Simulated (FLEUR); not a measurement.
# Zr: equation of state with PBEsol

The system is Zr.

```
CELL_PARAMETERS angstrom
3.23200 0.00000 0.00000
-1.61600 2.79899 0.00000
0.00000 0.00000 5.14700
ATOMIC_POSITIONS crystal
Zr 0.66667 0.33333 0.75000
Zr 0.33333 0.66667 0.25000
```

```
Program             : FLEUR MaX-R8.1 (later development tree)
Task                : equation of state
Functional          : PBEsol
Potentials or basis : all-electron
Basis               : FLAPW
Kmax                : 4.1 1/bohr
k mesh              : 9 × 9 × 5
Occupations         : fermi-dirac, width 0.05 eV
Spin                : no spin polarisation
```

```
Equilibrium volume                        : 22.49 Å³/atom
Bulk modulus at fixed shape and positions : 100 GPa
Pressure derivative of the bulk modulus   : 3.2
```

Energy against volume, from the lowest point:
```csv
volume (Å³/atom),energy (meV/atom)
21.884,5.02
22.350,0.00
22.815,1.15
23.281,7.95
23.746,19.91
24.212,36.62
24.678,57.68
```

Caveat: the cell was scaled at fixed shape and fractional positions, which overstates the stiffness of a crystal with free parameters, most of all of layers and chains.
